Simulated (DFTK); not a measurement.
Runs of DFTK 0.8.2 on Au. Symmetry: Fm-3m, No. 225, cubic system. Conventional cell: a = 4.070 Å, b = 4.070 Å, c = 4.070 Å, α = 90.00°, β = 90.00°, γ = 90.00°. Around Au (site symmetry m-3m) lie 12 Au at 2.88 Å. 

| task | level | potentials or basis | k mesh | cutoff (eV) | gap on the mesh (eV) | pressure (GPa) |
| --- | --- | --- | --- | --- | --- | --- |
| single point | PBE | dojo.nc.sr.pbe.v0_4_1.standard.upf (PBE) | 11 × 11 × 11 | 1034 | none | 10.3 |
| band structure | BJ06 | SG15 1.2 (PBE) | 11 × 11 × 11 | 1225 | none | - |
| single point | PBEsol | dojo.nc.sr.pbesol.v0_4_1.standard.upf (PBEsol) | 11 × 11 × 11 | 1034 | none | 1.2 |
| band structure | LDA | SG15 1.2 (PBE) | 11 × 11 × 11 | 1225 | none | (b) |
| band structure | PBEsol | SG15 1.2 (PBE) | 11 × 11 × 11 | 1225 | none | 1.9 |
| band structure | r2SCAN | in-house norm-conserving set (r2SCAN, scalar relativistic) | 10 × 10 × 10 | 1034 | none | (a) |
| band structure | r2SCAN | SG15 1.2 (PBE) | 11 × 11 × 11 | 1225 | none | 6.3 |

Alike in all rows: no spin polarisation; cell as given; smearing fermi-dirac 0.05 eV.

Task: Estimate the missing entries.

Result: (a) 7.6; (b) -2.6.

Caveats: the potentials were made for another functional, which shifts forces and pressure (some runs); the program leaves the constant c of mgga_x_tb09 at 1, so the potential is Becke-Johnson's (BJ06) and not Tran and Blaha's, with levels but no total energy (some runs).

A k mesh can miss the band edges, and the runs leave out spin-orbit coupling on Au.

A gap of «none» marks a metal or a gap under the smearing width.

Not every run made on this cell is shown here.
